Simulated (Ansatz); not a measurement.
`[OH][GeH2][GeH3]` + `F[C](F)F`• → `[OH][GeH][GeH3]`• + `FC(F)F` at 700 K and 1 bar (hydrogen abstraction from a Ge–H bond).

Calculated with Ansatz (gas phase, PBE0-D4/def2-TZVP geometries, no zero-point term in ΔE). CCSD(T)/CBS is the MP2 limit (def2-TZVPP, def2-QZVPP) plus CCSD(T) − MP2 in def2-TZVPP, frozen cores. This one scheme is used for every species. Open shells (•) are unrestricted, without spin–orbit coupling. For Ge outer-core shells are correlated without core-valence functions, which leaves a few kJ/mol of doubt a bond. Scalar relativity is left out up to krypton. Each species was taken in one conformer, which may not be the lowest.

| species | CCSD(T)/CBS energy (Eh) | H − E (kJ/mol) | S (J/(mol·K)) |
| --- | --- | --- | --- |
| `[OH][GeH2][GeH3]` | -4231.02019 | 211.5 | 458.9 |
| `F[C](F)F`• | -337.34656 | 68.7 | 315.8 |
| `[OH][GeH][GeH3]`• | -4230.38068 | 183.5 | 451.2 |
| `FC(F)F` | -338.02896 | 105.5 | 315.2 |

H − E and S are ideal-gas, rigid-rotor, harmonic terms from PBE0-D4/def2-TZVP, for one conformer and one mirror image of each species, with the whole ground term of open shells counted as degenerate. 1 Eh = 2625.50 kJ/mol, R = 8.31446 J/(mol·K).

Task: By hand: ΔE, ΔH, ΔS and ΔG.

Result: ΔE = (-4230.38068) + (-338.02896) − (-4231.02019) − (-337.34656) = -0.04289 Eh = -112.6 kJ/mol. Δ(H − E) = 183.5 + 105.5 − 211.5 − 68.7 = 8.8, so ΔH = -103.8 kJ/mol. ΔS = 451.2 + 315.2 − 458.9 − 315.8 = -8.3 J/(mol·K). ΔG = -103.8 − 700 × (-8.3)/1000 = -98.0 kJ/mol.

Task: By hand: the equilibrium constant, and the temperature at which ΔG would vanish if ΔH and ΔS stayed fixed.

Result: log₁₀ K = −ΔG/(RT ln 10) = 7.3. ΔG = 0 at ΔH/ΔS = 12506 K, far beyond where these terms or the molecules hold.

The number of gas molecules stays the same, so ΔS is small and ΔH decides. A doubt of 5 kJ/mol in ΔE shifts log₁₀ K by 0.4 here. Other conformers and mirror images would add mixing entropy, several J/(mol·K) or more a flexible species. These are equilibria of isolated gas molecules and say nothing of rates. Largest T1 diagnostic: 0.014 (customary marks: 0.02 for closed shells, 0.045 for open ones).
